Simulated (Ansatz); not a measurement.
Crystal: Fe.

```
CELL_PARAMETERS angstrom
-1.44300 1.44300 1.44300
1.44300 -1.44300 1.44300
1.44300 1.44300 -1.44300
ATOMIC_POSITIONS crystal
Fe 0.00000 0.00000 0.00000
```

Base run:

```yaml
Program: Ansatz 0.2.0
Functional: LDA
Potentials_or_basis: all-electron LAPW, scalar-relativistic
Cutoff: 303 eV (chosen from the basis error)
Basis_error_allowed: 0.001 eV/atom
k_mesh: 13 × 13 × 13
Occupations: fermi-dirac, width 0.05 eV
Spin: collinear spin, ferromagnetic start
Starting_moments: "[3.0] μB"
```

Its results: pressure -26.1 GPa; net moment 2.20 μB per cell; site moments Fe +2.24 μB.

Problem. After a change of settings the same cell gave: pressure -5.3 GPa; net moment 2.28 μB per cell; site moments Fe +2.35 μB. Which change was it?
A. functional from LDA to PBEsol
B. functional from LDA to PBE; occupations from fermi-dirac, width 0.05 eV to gaussian, width 0.012 eV
C. functional from LDA to revPBE

Solution. C.

revPBE binds less tightly than LDA, so the same cell stands under more pressure.

Caveats: so large a pressure means that the cell lies far from this level's equilibrium, or that cutoff or potentials fall short (some runs).
